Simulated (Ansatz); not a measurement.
**Li: distorted cells**

All numbers below come from DFT PBE, scalar-relativistic, plane waves, PAW (Ansatz).

Settings: cutoff 420 eV, Γ-centred mesh 16×16×16 on the computed 1-atom cell, Gaussian smearing of 0.10 eV; no spin polarisation.

Reference cell:

```
CELL_PARAMETERS angstrom
-1.75000 1.75000 1.75000
1.75000 -1.75000 1.75000
1.75000 1.75000 -1.75000
ATOMIC_POSITIONS crystal
Li 0.00000 0.00000 0.00000
```

Each variant moves atoms of this cell by the vectors given, if any (Å), and then applies a symmetric strain (tensor components, Cartesian axes). The reference cell isn't relaxed at this level. Energies are per atom at zero smearing, counted from the lowest variant. Pressure is positive in compression.

1. strain (xx yy zz yz xz xy, %) 1.87 1.87 1.87 0.00 0.00 0.00
2. strain (xx yy zz yz xz xy, %) -1.70 -7.58 -1.45 0.00 3.90 0.00
3. strain (xx yy zz yz xz xy, %) 0.27 0.27 0.27 0.00 0.00 0.00
4. strain (xx yy zz yz xz xy, %) -0.59 -0.59 -0.59 0.00 0.00 0.00

```csv
result,ΔE (meV/atom),P (GPa)
A,9.2,-1.29
B,2.2,-0.80
C,6.8,0.83
D,0.0,-0.50
```

(1) Which variant gave which result?

## Answers

(1) A is 1, B is 3, C is 2, D is 4. The pressure falls as the cell grows: from the smallest volume to the largest the variants are 2, 4, 3, 1.